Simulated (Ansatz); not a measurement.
Sb2Te3 (Bi2Te3 type, space group R-3m)

```
CELL_PARAMETERS angstrom
      2.10523     1.21546     9.72989
     -2.10523     1.21546     9.72989
      0.00000    -2.43091     9.72989
ATOMIC_POSITIONS crystal
  Sb 0.39962 0.39962 0.39962
  Sb 0.60038 0.60038 0.60038
  Te 0.00000 0.00000 0.00000
  Te 0.20834 0.20834 0.20834
  Te 0.79166 0.79166 0.79166
```

Grid over V/V₀ and (c/a)/(c/a)₀, subscript 0 meaning the relaxed cell; the conventional c axis lies along z; no internal relaxation.

The numbers are results of PBEsol-D3(BJ) (plane waves to 420 eV, PAW, scalar-relativistic; Ansatz, a program for electronic structure), not measurements. k mesh 9×9×9 (Γ-centred), Fermi-Dirac smearing 0.05 eV. Stress and pressure are positive under compression. As the atoms are clamped, bonds stretch with the cell, which overstates energies and stresses. With partly filled bands, the response to shear is sensitive to the k mesh, so small differences along c/a are uncertain. At this level the bands of Sb2Te3 touch or barely overlap; measurements give the solid a gap. Sb2Te3 was relaxed with its symmetry unable to fall. Spin-orbit coupling is left out, though Sb and Te are heavy. The last digit holds for this mesh only.

Changes of σzz (GPa) from the point V/V₀ = 1.000, (c/a)/(c/a)₀ = 1.000 when one coordinate moves alone (two changes are said to add if the coupling is within 5 % of the smaller one, nearly so within 20 %):

```json
[
 {"point": "V/V₀ = 1.000, (c/a)/(c/a)₀ = 0.880", "change": "2.30"},
 {"point": "V/V₀ = 1.000, (c/a)/(c/a)₀ = 0.920", "change": "2.13"},
 {"point": "V/V₀ = 1.000, (c/a)/(c/a)₀ = 0.960", "change": "1.21"},
 {"point": "V/V₀ = 0.960, (c/a)/(c/a)₀ = 1.000", "change": "3.00"},
 {"point": "V/V₀ = 0.973, (c/a)/(c/a)₀ = 1.000", "change": "1.93"},
 {"point": "V/V₀ = 0.987, (c/a)/(c/a)₀ = 1.000", "change": "0.93"},
 {"point": "V/V₀ = 1.013, (c/a)/(c/a)₀ = 1.000", "change": "-0.87"},
 {"point": "V/V₀ = 1.027, (c/a)/(c/a)₀ = 1.000", "change": "-1.67"},
 {"point": "V/V₀ = 1.040, (c/a)/(c/a)₀ = 1.000", "change": "-2.42"},
 {"point": "V/V₀ = 1.000, (c/a)/(c/a)₀ = 1.040", "change": "-1.23"},
 {"point": "V/V₀ = 1.000, (c/a)/(c/a)₀ = 1.080", "change": "-2.49"},
 {"point": "V/V₀ = 1.000, (c/a)/(c/a)₀ = 1.120", "change": "-3.82"}
]
```

Task: What is the change at V/V₀ = 0.973, (c/a)/(c/a)₀ = 1.080, where both move, and how far is it from the sum?

Result: The sum of the single changes is 1.93 + (-2.49) = -0.56; the calculation gives -0.55, so they add (within 5 % of the smaller single change).

Task: Do the two effects add at V/V₀ = 1.027, (c/a)/(c/a)₀ = 0.880? Give the computed change.

Result: The sum of the single changes is -1.67 + (2.30) = 0.63; the calculation gives 0.79, so the coupling contributes 0.16 (under 20 % of the smaller single change, nearly additive).

(A scan under strain: stresses follow from slopes of the energy per volume, elastic moduli from its curvatures.)
